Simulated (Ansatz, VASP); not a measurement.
## One calculation of CoSi2 (lda), two programs

File INCAR:

```
SYSTEM = CoSi2
ALGO     = Fast           ! electronic algorithm
EDIFF    = 1E-6           ! SCF threshold, eV
ENCUT    = 520            ! plane-wave cutoff, eV
GGA      = CA             ! functional
ISIF     = 2              ! what is computed and relaxed
ISMEAR   = 0              ! smearing method
LASPH    = .True.         ! aspherical terms in the spheres
LCHARG   = .False.        ! write CHGCAR
LREAL    = .False.        ! projectors in reciprocal space
LWAVE    = .False.        ! write WAVECAR
NBANDS   = 16             ! bands
NELM     = 100            ! most SCF steps
PREC     = Accurate       ! precision mode
SIGMA    = 0.1            ! smearing width, eV
```

KPOINTS

```
k-points
0
Gamma
  6 6 6
  0 0 0
```

Contents of POSCAR:

```
CoSi2
1.0
    0.0000000000      2.6780000000      2.6780000000
    2.6780000000      0.0000000000      2.6780000000
    2.6780000000      2.6780000000      0.0000000000
Co Si
1 2
Direct
    0.0000000000      0.0000000000      0.0000000000
    0.2500000000      0.2500000000      0.2500000000
    0.7500000000      0.7500000000      0.7500000000
```

Input for Ansatz:

```yaml
crystal:
  lattice:
    - [0.0, 2.678, 2.678]
    - [2.678, 0.0, 2.678]
    - [2.678, 2.678, 0.0]
  atoms:
    - { symbol: Co, position: [0.0, 0.0, 0.0] }
    - { symbol: Si, position: [0.25, 0.25, 0.25] }
    - { symbol: Si, position: [0.75, 0.75, 0.75] }
basis:
  ecutwfc: 420
kpoints:
  mp_grid: { grid: [6, 6, 6] }
hamiltonian:
  xc: lda
scf:
  occupations: { method: gaussian, width: 0.1 }
output:
  forces: true
  stress: true
  eigenvalues: true
```

Alike in both runs: task single point; functional LDA; k mesh 6 × 6 × 6; occupations gaussian, width 0.1 eV; no spin polarisation.

```csv
,VASP,Ansatz
version,VASP 6.6.1,Ansatz 0.2.0
potentials or method,"VASP PAW LDA potentials, release 64 (Co, Si)","scalar-relativistic, plane waves, PAW"
plane-wave cutoff (eV),520,420
valence electrons in the cell,17,25
```

```tsv
	VASP	Ansatz	Ansatz less VASP
gap on the k mesh at the Fermi level (eV)	none	none	-
pressure (GPa)	-8.1	-8.4	-0.31
```

A gap of «none» marks a metal or a gap that the smearing closes. The two sets of potentials don't hold the same shells in valence.

Spin polarisation is off, so any magnetic state and its effect on volume and gap are missing.
